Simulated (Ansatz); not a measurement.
**Mg3Sb2: a Mg atom hops into a vacancy**

One Mg atom is taken out of a 2×2×1 supercell of Mg3Sb2. How high is the barrier for its neighbour Mg5, 3.81 Å away, to move into the hole? The program relaxes both ends, then the band.

All numbers below are computed with Ansatz 0.2.0 (DFT PBE, plane waves, PAW, scalar-relativistic, no spin polarisation).

### Step 1. The structure to begin with

The cell holds 19 atoms (Mg11Sb8): a = 9.234 Å, b = 9.234 Å, c = 7.299 Å, α = 90.00°, β = 90.00°, γ = 120.00°.

The empty site lies at (-2.32, -1.33, -2.69) Å, and Mg5 starts at (0.01, 0.01, 0.01) Å. All atoms were shaken by about 0.02 Å to break the symmetry.

The coordinates stand in the first input below.

### Step 2. Relaxing the ends and the band

crystal.atoms is the first end and neb.final_atoms the second, which differs in Mg5 alone.

File input.yaml:

```yaml
crystal:
  lattice:
    - [9.23364038, 1.38e-06, 0.0]
    - [-4.61682, 7.99656725, 0.0]
    - [0.0, 0.0, 7.299048]
  atoms:
    - { symbol: Mg, position: [0.16476269, 0.33304632, 0.6341516] }
    - { symbol: Mg, position: [0.33792421, 0.17100563, 0.37585378] }
    - { symbol: Sb, position: [0.16842041, 0.33557549, 0.2343698] }
    - { symbol: Sb, position: [0.33534834, 0.16770216, 0.7668964] }
    - { symbol: Mg, position: [0.00158322, 0.00171551, 0.00124913] }
    - { symbol: Mg, position: [0.16525587, 0.83539783, 0.63473768] }
    - { symbol: Mg, position: [0.33223679, 0.66587649, 0.36570845] }
    - { symbol: Sb, position: [0.16563788, 0.83430012, 0.23316147] }
    - { symbol: Sb, position: [0.33129155, 0.66601603, 0.76624408] }
    - { symbol: Mg, position: [0.00320071, 0.50368853, -0.00057707] }
    - { symbol: Mg, position: [0.66553985, 0.33534648, 0.62892603] }
    - { symbol: Mg, position: [0.83089305, 0.16814023, 0.36748621] }
    - { symbol: Sb, position: [0.66288545, 0.33143588, 0.23989138] }
    - { symbol: Sb, position: [0.83185206, 0.1673706, 0.76435033] }
    - { symbol: Mg, position: [0.50097425, -0.00324971, 0.00125999] }
    - { symbol: Mg, position: [0.83585156, 0.66616434, 0.36503026] }
    - { symbol: Sb, position: [0.66798276, 0.83550552, 0.22900702] }
    - { symbol: Sb, position: [0.83567192, 0.66844876, 0.76909287] }
    - { symbol: Mg, position: [0.50059278, 0.50013572, 0.00145029] }
kpoints:
  mp_grid: { grid: [2, 2, 2] }
magnetization:
  spin_polarized: false
scf:
  occupations: { method: fermi_dirac, width: 0.1 }
hamiltonian:
  pseudopotentials: { kind: paw }
  xc: pbe
basis:
  ecutwfc: 420
neb:
  images: 3
  relax_end_points: true
  climbing: true
  f_tol: 0.1
  max_iterations: 40
  order_check: false
  final_atoms:
    - { symbol: Mg, position: [0.16476269, 0.33304632, 0.6341516] }
    - { symbol: Mg, position: [0.33792421, 0.17100563, 0.37585378] }
    - { symbol: Sb, position: [0.16842041, 0.33557549, 0.2343698] }
    - { symbol: Sb, position: [0.33534834, 0.16770216, 0.7668964] }
    - { symbol: Mg, position: [-0.33443669, -0.16680206, -0.3684754] }
    - { symbol: Mg, position: [0.16525587, 0.83539783, 0.63473768] }
    - { symbol: Mg, position: [0.33223679, 0.66587649, 0.36570845] }
    - { symbol: Sb, position: [0.16563788, 0.83430012, 0.23316147] }
    - { symbol: Sb, position: [0.33129155, 0.66601603, 0.76624408] }
    - { symbol: Mg, position: [0.00320071, 0.50368853, -0.00057707] }
    - { symbol: Mg, position: [0.66553985, 0.33534648, 0.62892603] }
    - { symbol: Mg, position: [0.83089305, 0.16814023, 0.36748621] }
    - { symbol: Sb, position: [0.66288545, 0.33143588, 0.23989138] }
    - { symbol: Sb, position: [0.83185206, 0.1673706, 0.76435033] }
    - { symbol: Mg, position: [0.50097425, -0.00324971, 0.00125999] }
    - { symbol: Mg, position: [0.83585156, 0.66616434, 0.36503026] }
    - { symbol: Sb, position: [0.66798276, 0.83550552, 0.22900702] }
    - { symbol: Sb, position: [0.83567192, 0.66844876, 0.76909287] }
    - { symbol: Mg, position: [0.50059278, 0.50013572, 0.00145029] }
```

Started as:

```
> ansatz run input.yaml --threads 4 --pin off --max-ram 8192MiB --backend cpu --events-out ev --progress --plain --runs-dir out
```

The program printed, cut to the lines that bear on the results:

```text
Warning: neb: disabling space-group detection — the band's intermediate images generally break the endpoint symmetry, so no spatial operation reduces the k-mesh or symmetrises the density, except that a semilocal band can use its path's symmetry ahead of convergence; time reversal is [...]
Warning: RAYON_NUM_THREADS=4 ignored (pool sized by the plan → 4); use --threads N
[...]
Pseudopotentials: kind: paw
Pseudopotential: Mg, paw, valence charge 10, recommended cutoff 420 eV (normal), Mg.paw.azcp
Pseudopotential: Sb, paw, valence charge 15, recommended cutoff 420 eV (normal), Sb.paw.azcp
Functional definition: PBE
[...]
parallel-image band execution: 3 concurrent image workers
NEB image 0
Crystal: 19 atoms, lattice volume = 538.943 Å³
Basis set: ecut = 420 eV, 10573 PW (Γ), exchange–correlation on 128×128×100 points (8 copies of the dense FFT grid, shifted against one another)
Bands: 138, of which v1, the nominal top of the filled ones, is band 115 counted from 1 (114 counted from 0)
Symmetry: 1 space group operations
k-points: 8
[...]
SCF iter   1: F=—  HF=-73043.046658 eV  |F-HF|=—  |Δ(HF+E_count)|=         —  Δρ=1.93e-3  dr2=9.47e-2  ethr=1.77e-3  ⟨swp⟩=8.9  Hψ=4968  notcnv=0  defer=36
[...]
NSCF: frozen V_eff on 8 k-points
NEB image 4
[...]
NSCF: frozen V_eff on 8 k-points
NEB end point (image 0): max|allowed force component| = 6.523e-1 eV/Å (the criterion of neb.relax_end_points is 2.000e-2)
NEB end point (image 4): max|allowed force component| = 8.561e-1 eV/Å (the criterion of neb.relax_end_points is 2.000e-2)
NEB image 0, for its relaxation
[...]
NEB image 0, for its relaxation
[...]
NEB image 0, for its relaxation
[...]
NEB image 0, for its relaxation
[...]
NEB image 0, for its relaxation
[...]
NEB image 0
[...]
NSCF: frozen V_eff on 8 k-points
NEB end point (image 0): relaxed in 32 SCF iterations, 0.266824 eV lower, largest move of an atom 0.208 Å; not tested for a saddle point
NEB image 4, for its relaxation
[...]
SCF iter   2: F=-73043.171810 eV  HF=-73043.171810 eV  |F-HF|=7.10e-8  |Δ(HF+E_count)|=   7.46e-5  Δρ=2.55e-6  dr2=8.74e-8  ethr=4.35e-11  ⟨swp⟩=3.1  Hψ=4108  notcnv=0
[...]
NEB image 4, for its relaxation
[...]
```

### Step 3. The log goes on

The log, continued, cut to the lines that bear on the results:

```text
SCF iter   1: F=—  HF=-73043.361286 eV  |F-HF|=—  |Δ(HF+E_count)|=         —  Δρ=4.09e-3  dr2=8.69e-2  ethr=3.92e-5  ⟨swp⟩=2.0  Hψ=4362  notcnv=0  defer=57
[...]
NEB image 4, for its relaxation
[...]
NEB image 4
[...]
NSCF: frozen V_eff on 8 k-points
NEB end point (image 4): relaxed in 16 SCF iterations, 0.205020 eV lower, largest move of an atom 0.218 Å; not tested for a saddle point
NEB image 1
[...]
NEB image 2
[...]
NEB image 3
[...]
NEB iter   1: max|band force component| = 3.470e0 eV/Å  barrier→ = 1.6442 eV  barrier← = 1.7260 eV  Δτ_max = 0.2000 Å  (44 SCF iters)
[...]
NEB iter   2: max|band force component| = 1.009e0 eV/Å  barrier→ = 0.5075 eV  barrier← = 0.5893 eV  Δτ_max = 0.1992 Å  (25 SCF iters)
NEB image 1
[...]
NEB image 2
[...]
NEB image 3
[...]
SCF iter   6: F=—  HF=-73043.196998 eV  |F-HF|=—  |Δ(HF+E_count)|=   9.44e-5  Δρ=1.68e-5  dr2=2.83e-6  ethr=9.97e-9  ⟨swp⟩=2.0  Hψ=1869  notcnv=0
```

### Step 4. More of the same log

Output, continued, cut to the lines that bear on the results:

```text
SCF iter   7: F=—  HF=-73043.196997 eV  |F-HF|=—  |Δ(HF+E_count)|=   6.56e-7  Δρ=5.06e-6  dr2=4.00e-7  ethr=1.23e-9  ⟨swp⟩=2.0  Hψ=1680  notcnv=0
[...]
NEB iter   3: max|band force component| = 3.297e-1 eV/Å  barrier→ = 0.2328 eV  barrier← = 0.3146 eV  CI = image 2  Δτ_max = 0.2000 Å  (23 SCF iters)
[...]
NEB iter   7: max|band force component| = 4.712e-1 eV/Å  barrier→ = 0.1400 eV  barrier← = 0.2218 eV  CI = image 2  Δτ_max = 0.1184 Å  (8 SCF iters)
[...]
NEB iter   8: max|band force component| = 9.668e-2 eV/Å  barrier→ = 0.1362 eV  barrier← = 0.2180 eV  CI = image 2  Δτ_max = 0.0000 Å  (20 SCF iters)
SCF converged after 6 iterations
Free energy (F): -73043.158806 eV
[...]
E sigma→0 (E₀):  -73043.021421 eV
Entropy (-TS):   -0.274770 eV (-14.462 meV/atom)
Fermi energy:    6.147999 eV
[...]
--- Forces (eV/Å), atoms counted from 1 ---
[...]
    - { symbol: Sb, position: [0.38103022377311635, 0.6912704834451181, 0.7818311563128877] }
    - { symbol: Mg, position: [0.030540101234818318, 0.5160273628376948, -0.01758692805025568] }
    - { symbol: Mg, position: [0.6105861876827648, 0.3060564138115838, 0.6132138370826186] }
    - { symbol: Mg, position: [0.8356777475462143, 0.18005873565737182, 0.363194513443102] }
    - { symbol: Sb, position: [0.6377301905388418, 0.3196274622293929, 0.2160020049254024] }
    - { symbol: Sb, position: [0.829318105682767, 0.20486079505505483, 0.7612242858809429] }
    - { symbol: Mg, position: [0.49386453909191663, 0.005160653122109378, -0.0009168599428424783] }
    - { symbol: Mg, position: [0.8356820510612739, 0.6571424956212604, 0.36319503791377417] }
    - { symbol: Sb, position: [0.6997439327119926, 0.8506324941579183, 0.22349475384638243] }
    - { symbol: Sb, position: [0.8293222951942499, 0.6259789698040195, 0.7612257734815121] }
    - { symbol: Mg, position: [0.4938387374210596, 0.4902061994390796, -0.0009060449638767079] }
```

Wall time 5.6 min (4 threads of Arm Neoverse V2, shared host); peak memory 2.8 GiB.

### Step 5. What the band shows

The 3 inner images lie between the fixed ends 0 and 4. Energy is taken from image 0, and the path length is the program's own coordinate along the band.

```
image  path (Å)  energy (eV)      Mg5 x y z (Å)  band force (eV/Å)
    0     0.000       0.0000    0.01 0.01 -0.01                  -
    1     1.067       0.0483  -0.37 -0.21 -0.53              0.046
   2*     2.133       0.1362  -1.13 -0.65 -0.97              0.039
    3     3.559       0.0294  -2.03 -1.16 -1.32              0.097
    4     4.984      -0.0818  -2.29 -1.32 -2.62                  -
```

The star marks the climbing image.

image, energy (eV) and a bar:
```
        0      0.000 ###########
        1      0.048 ##################
        2      0.136 ##############################
        3      0.029 ###############
        4     -0.082
```

The top of the band by iteration:

```
iteration  highest image above image 0 (eV)  largest band force (eV/Å)
        1                            1.6442                      3.470
        2                            0.5075                      1.009
        3                            0.2328                      0.330
        4                            0.2071                      0.262
        5                            0.1815                      0.216
        6                            0.1596                      0.093
        7                            0.1400                      0.471
        8                            0.1362                      0.097
```

The band as a trajectory file:

```xyz
19
Lattice="9.234 0.000 0.000 -4.617 7.997 0.000 0.000 0.000 7.299" Properties=species:S:1:pos:R:3 pbc="T T T" image=0 dE=0.0000
Mg   -0.038    2.694    4.658
Mg    2.306    1.340    2.662
Sb   -0.032    2.690    1.690
Sb    2.306    1.340    5.651
Mg    0.006    0.012   -0.013
Mg   -2.310    6.629    4.658
Mg    0.109    5.402    2.755
Sb   -2.310    6.637    1.690
Sb    0.067    5.378    5.671
Mg   -2.310    4.006   -0.208
Mg    4.650    2.693    4.658
Mg    6.923    1.212    2.755
Sb    4.644    2.689    1.690
Sb    6.923    1.262    5.671
Mg    4.607    0.012   -0.012
Mg    4.505    5.401    2.755
Sb    2.307    6.671    1.464
Sb    4.547    5.377    5.671
Mg    2.307    3.995   -0.012
19
Lattice="9.234 0.000 0.000 -4.617 7.997 0.000 0.000 0.000 7.299" Properties=species:S:1:pos:R:3 pbc="T T T" image=1 dE=0.0483
Mg   -0.099    2.813    4.649
Mg    2.089    1.215    2.626
Sb   -0.056    2.850    1.698
Sb    2.063    1.199    5.665
Mg   -0.374   -0.208   -0.532
Mg   -2.237    6.517    4.649
Mg    0.296    5.510    2.804
Sb   -2.183    6.535    1.698
Sb    0.239    5.477    5.698
Mg   -2.220    4.057   -0.178
Mg    4.360    2.526    4.573
Mg    6.894    1.360    2.693
Sb    4.458    2.582    1.652
Sb    6.781    1.453    5.607
Mg    4.580    0.010    0.029
Mg    4.618    5.303    2.693
Sb    2.482    6.772    1.520
Sb    4.643    5.159    5.607
Mg    2.292    3.973    0.029
19
Lattice="9.234 0.000 0.000 -4.617 7.997 0.000 0.000 0.000 7.299" Properties=species:S:1:pos:R:3 pbc="T T T" image=2 dE=0.1362
Mg   -0.083    2.857    4.657
Mg    2.023    1.176    2.599
Sb   -0.044    2.905    1.714
Sb    1.984    1.154    5.652
Mg   -1.132   -0.646   -0.970
Mg   -2.191    6.509    4.657
Mg    0.340    5.536    2.820
Sb   -2.130    6.518    1.714
Sb    0.327    5.528    5.707
Mg   -2.100    4.126   -0.128
Mg    4.225    2.447    4.476
Mg    6.885    1.440    2.651
Sb    4.413    2.556    1.577
Sb    6.712    1.638    5.556
Mg    4.536    0.041   -0.007
Mg    4.682    5.255    2.651
Sb    2.534    6.802    1.631
Sb    4.768    5.006    5.556
Mg    2.297    3.920   -0.007
19
Lattice="9.234 0.000 0.000 -4.617 7.997 0.000 0.000 0.000 7.299" Properties=species:S:1:pos:R:3 pbc="T T T" image=3 dE=0.0294
Mg    0.021    2.732    4.633
Mg    2.264    1.315    2.560
Sb   -0.016    2.790    1.691
Sb    2.302    1.337    5.546
Mg   -2.031   -1.164   -1.316
Mg   -2.247    6.660    4.633
Mg    0.146    5.423    2.820
Sb   -2.215    6.600    1.691
Sb    0.106    5.400    5.717
Mg   -2.214    4.060   -0.028
Mg    4.528    2.623    4.413
Mg    6.965    1.267    2.646
Sb    4.639    2.687    1.513
Sb    6.846    1.555    5.546
Mg    4.453    0.086    0.021
Mg    4.573    5.411    2.646
Sb    2.289    6.661    1.529
Sb    4.763    5.164    5.546
Mg    2.293    3.825    0.022
19
Lattice="9.234 0.000 0.000 -4.617 7.997 0.000 0.000 0.000 7.299" Properties=species:S:1:pos:R:3 pbc="T T T" image=4 dE=-0.0818
Mg   -0.004    2.648    4.684
Mg    2.286    1.331    2.624
Sb   -0.005    2.742    1.698
Sb    2.368    1.376    5.609
Mg   -2.292   -1.317   -2.616
Mg   -2.330    6.683    4.684
Mg   -0.004    5.336    2.827
Sb   -2.248    6.638    1.698
Sb   -0.003    5.336    5.767
Mg   -2.310    4.009    0.004
Mg    4.613    2.673    4.477
Mg    6.940    1.326    2.621
Sb    4.614    2.672    1.536
Sb    6.858    1.374    5.607
Mg    4.620    0.002    0.007
Mg    4.617    5.360    2.621
Sb    2.244    6.632    1.699
Sb    4.615    5.267    5.607
Mg    2.305    4.003    0.003
```

### Step 6. Outcome

| quantity | value |
| --- | --- |
| relaxation of the ends | 0.267 eV lower, moves up to 0.21 Å; 0.205 eV lower, moves up to 0.22 Å |
| barrier forwards | 0.14 eV |
| barrier backwards | 0.22 eV |
| second end relative to first | -0.082 eV |
| highest image | 2 of 0 to 4, climbing |
| band iterations | 8 |

What this shows: The top lies 0.14 eV above the first end, or 5 kT at room temperature. The second end lies 0.08 eV below the first, so the ends are not equivalent, and the barrier differs by direction (0.14 forwards, 0.22 eV back). The input switches the test of curvatures off, so the top was not shown to be a first-order saddle. This hop goes past the nearest neighbours of the empty site; the shorter hop wasn't run and can have a lower barrier. In 19 atoms the vacancy feels its images, and neither cell size nor mesh was tested.
